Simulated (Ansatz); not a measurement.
The system is Si2Mo.

```
Mo Si
1.0
     4.58547    0.00000    0.00000
    -2.29274    3.97113    0.00000
     0.00000    0.00000    6.57976
Mo Si
3 6
Direct
  0.50000 0.50000 0.83333
  0.00000 0.50000 0.16667
  0.50000 0.00000 0.50000
  0.16387 0.32775 0.50000
  0.67225 0.83613 0.16667
  0.83613 0.16387 0.83333
  0.83613 0.67225 0.50000
  0.32775 0.16387 0.16667
  0.16387 0.83613 0.83333
```

Measurements of this composition are mostly on another form, of space group No. 139.

| Property | Result |
| --- | --- |
| Program | Ansatz 0.2.0 |
| Task | relaxation of cell and atoms |
| Functional | PBEsol |
| Dispersion | D3(BJ) |
| Potentials or basis | Ansatz PAW |
| Cutoff | 420 eV (not typed: the program's choice for these potentials) |
| k mesh | 7 × 7 × 4 |
| Occupations | fermi-dirac, width 0.05 eV |
| Spin | no spin polarisation |

At the start: volume 13.31 Å³/atom.

**Question.** Where does the relaxation end?

**Answer.** It ends after 5 steps and the volume is 12.84 Å³/atom (-3.6 %); space group P6_222 (No. 180, to 0.05 Å).

Step by step:
```csv
step,energy change (eV),largest force (eV/Å),volume (Å³)
1,0.0000,0.0425,119.81
2,-0.1005,0.0724,114.30
3,-0.1111,0.0087,115.62
4,-0.1112,0.0028,115.54
5,-0.1104,0.0028,115.54
```

Final structure:
```
Mo Si
1.0
     4.52727    0.00000    0.00000
    -2.26363    3.92073    0.00000
     0.00000    0.00000    6.50942
Mo Si
3 6
Direct
  0.50000 0.50000 0.83333
  0.00000 0.50000 0.16667
  0.50000 0.00000 0.50000
  0.16413 0.32826 0.50000
  0.67174 0.83587 0.16667
  0.83587 0.16413 0.83333
  0.83587 0.67174 0.50000
  0.32826 0.16413 0.16667
  0.16413 0.83587 0.83333
```

Caveat: the plane-wave basis is chosen anew once the cell has moved, so the energies of steps on either side of that aren't comparable; the PAW data sets come from PBE, with cores solved anew for the run's functional, which leaves a small shift of forces and pressure.
